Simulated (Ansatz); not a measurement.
Space group Fm-3m (No. 225). a = 5.230 Å, b = 5.230 Å, c = 5.230 Å, α = 90.00°, β = 90.00°, γ = 90.00°
```csv
atom,site,symmetry,x,y,z
Mg,4a,m-3m,0.0000,0.0000,0.0000
S,4b,m-3m,0.5000,0.0000,0.0000
```

Equation of state of this MgS structure (not necessarily the ground state), with shape and atoms relaxed at each volume where symmetry leaves them free. Method: Ansatz, DFT PBE, scalar-relativistic, plane waves, PAW.

Plane waves to 420 eV, a k mesh through Γ of 8×8×8 on the computed 2-atom cell and Gaussian smearing (0.02 eV); no spin polarisation.

```tsv
V (Å³/atom)	E − E(largest V) (meV/atom)	P (GPa)	gap on mesh (eV)
15.734	38.72	12.27	3.02
16.270	4.18	8.46	2.95
16.806	-18.54	5.20	2.89
17.343	-31.14	2.40	2.82
17.879	-35.06	0.00	2.76
18.415	-31.54	-2.05	2.69
18.952	-21.63	-3.82	2.63
19.667	0.00	-5.80	2.55
```

Problem. Fit a third-order Birch–Murnaghan equation to E(V).

Solution. V0 = 17.88 Å³/atom, B0 = 74 GPa, B0' = 4.1.